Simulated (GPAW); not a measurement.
The system is Pb.

```
CELL_PARAMETERS angstrom
0.01933 2.46287 2.45281
2.50286 -0.00675 2.47889
2.48132 2.46742 0.01479
ATOMIC_POSITIONS crystal
Pb 0.00000 0.00000 0.00000
```

The cell isn't the ideal one: cell sheared at random, sigma 0.01, atoms nudged by 0.01 Å.

```yaml
Program: GPAW 26.7.0
Task: relaxation of cell and atoms
Functional: PBE
Potentials_or_basis: GPAW PAW data sets (gpaw-data 1.2.1)
Cutoff: 600 eV
Basis: pw
k_mesh: 5 × 5 × 5
Occupations: fermi-dirac, width 0.05 eV
Spin: no spin polarisation
```

At the start: pressure 2.0 GPa; volume 30.13 Å³/atom.

**Question.** Where does the relaxation end?

**Answer.** Over 17 steps the energy falls by 52.0 meV/atom and the volume is 32.03 Å³/atom (+6.3 %); space group Fmmm (No. 69, to 0.05 Å).

The path:
```csv
step,energy change (eV),largest force (eV/Å),pressure (GPa),volume (Å³)
1,0.0000,0.0000,2.00,30.13
2,-0.0056,0.0000,1.18,30.62
3,-0.0110,0.0000,-0.12,31.49
4,-0.0128,0.0000,-0.37,31.67
5,-0.0274,0.0000,-2.02,33.69
6,-0.0309,0.0000,-1.17,32.82
7,-0.0400,0.0000,-0.70,32.44
8,-0.0457,0.0000,0.34,31.71
9,-0.0463,0.0000,0.20,31.80
10,-0.0480,0.0000,-0.10,32.02
11,-0.0490,0.0000,-0.18,32.11
12,-0.0502,0.0000,-0.19,32.17
13,-0.0508,0.0000,-0.11,32.11
14,-0.0519,0.0000,0.08,31.96
15,-0.0519,0.0000,0.03,31.99
16,-0.0520,0.0000,-0.03,32.04
17,-0.0520,0.0000,-0.03,32.03
```

Final structure:
```xyz
1
Lattice="0.0079 2.3923 2.3530 2.8500 -0.0007 2.3456 2.8403 2.3946 -0.0110" Properties=species:S:1:pos:R:3 pbc="T T T"
Pb    0.0000    0.0000    0.0000
```

Caveat: the k mesh is coarse (spacing up to 0.44 Å⁻¹), so the values aren't converged; later steps reuse the first step's grids.
